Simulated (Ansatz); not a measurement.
Ba:

```
Ba
1.0
    -2.50650    2.50650    2.50650
     2.50650   -2.50650    2.50650
     2.50650    2.50650   -2.50650
Ba
1
Direct
  0.00000 0.00000 0.00000
```

Base run:

| Item | Value |
| --- | --- |
| Program | Ansatz 0.2.0 |
| Functional | PBEsol |
| Potentials or basis | all-electron LAPW, scalar-relativistic |
| Cutoff | 74 eV |
| Density cutoff | 297 eV |
| Basis error allowed | 0.001 eV/atom |
| k mesh | 6 × 6 × 6 |
| Occupations | fermi-dirac, width 0.05 eV |
| Spin | no spin polarisation |

Its results: pressure -0.6 GPa.

Question: The run is repeated on the same cell with these changes: functional from PBEsol to PBE. What comes out?

Answer: Pressure 0.1 GPa.

PBE binds less tightly than PBEsol, so the same cell stands under more pressure.

Caveats: the k mesh is thin for a metal, which can move the energy by tens of meV per atom.

Not every run made on this cell is shown here.
